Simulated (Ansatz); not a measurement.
Clamped-ion strain scan in WSe$_{2}$

Computed with DFT PBEsol, scalar-relativistic, plane waves, PAW in Ansatz. Cutoff 420 eV, Γ-centred 12×12×2 k-points, Gaussian smearing of 0.05 eV. Spin–orbit coupling is left out, which matters for the heavy elements here. No spin polarisation. Energies are free energies at this smearing, counted from the undisturbed cell; pressure is positive in compression.

The undisturbed cell (relaxed at this level; this form isn't the usual structure):

```
W Se
1.0
     3.27061    0.00000    0.00000
    -1.63531    2.83243    0.00000
     0.00000    0.00000   23.98349
W Se
2 4
Cartesian
  1.6353 0.9441 3.3013
  0.0000 1.8883 20.6822
  0.0000 1.8883 4.9733
  1.6353 0.9441 22.3566
  0.0000 1.8883 1.6269
  1.6353 0.9441 19.0101
```

The cell holds layers and no dispersion correction was added, so their binding is poorly described.

The cell is strained by ε times the Voigt pattern (1, 0, 0, 0, 0, 0) (xx, yy, zz, yz, xz, xy; engineering shear) with fractional coordinates fixed.

```
      ε  ΔE (meV/atom) stress summed along the pattern (GPa, tension positive) pressure (GPa) gap on the mesh (eV)
-0.0600           65.3                                                   -10.23             5.5                  1.34
-0.0300              ?                                                    -4.50             2.5                     ?
 0.0000            0.0                                                    -0.01             0.0                  1.42
 0.0150            3.3                                                     1.86            -1.0                  1.40
 0.0450           27.3                                                     4.96            -2.8                  1.32
 0.0600           46.8                                                     6.25            -3.6                  1.22
```

Q: Give the withheld values.

A: ΔE (meV/atom) at ε = -0.0300: 15.0; gap on the mesh (eV) at ε = -0.0300: 1.39.

Cost: 6 runs of about 3.5 core-minutes in all, on Arm Neoverse V2 (shared hosts).